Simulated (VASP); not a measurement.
CdSe: single point with PBE+D3(BJ)

CdSe:

```
Cd Se
1.0
     0.00000    3.07027    3.07027
     3.07027    0.00000    3.07027
     3.07027    3.07027    0.00000
Cd Se
1 1
Direct
  0.00000 0.00000 0.00000
  0.75000 0.75000 0.75000
```

Measurements of this composition are mostly on another form, of space group No. 186.

* Program: VASP 6.6.1
* Task: single point
* Functional: PBE
* Dispersion: D3(BJ)
* Potentials or basis: VASP PAW PBE potentials, release 64 (Cd, Se)
* Cutoff: 520 eV
* k mesh: 6 × 6 × 6
* Occupations: gaussian, width 0.1 eV
* Spin: no spin polarisation

```yaml
Pressure: -0.4 GPa
Band_gap_on_the_k_mesh: 0.55 eV, direct
Dispersion_energy_per_atom: -0.308 eV
```

Levels at points of the mesh, in eV from the valence-band top:
```csv
k point,band 6,band 7,band 8,band 9,band 10,band 11,band 12,band 13
"(0.00, 0.00, 0.00)",-7.50,0.00,0.00,0.00,0.55,5.93,5.93,5.93
"(0.50, 0.00, 0.00)",-7.23,-4.23,-0.71,-0.71,2.35,6.43,6.43,7.34
"(0.50, 0.50, 0.00)",-7.17,-3.95,-1.76,-1.76,3.19,3.73,8.98,10.05
```

Run time: 8.3 s on 1 thread of AMD EPYC 9R45 (Zen 5), on a shared host, peak memory 0.16 GiB.
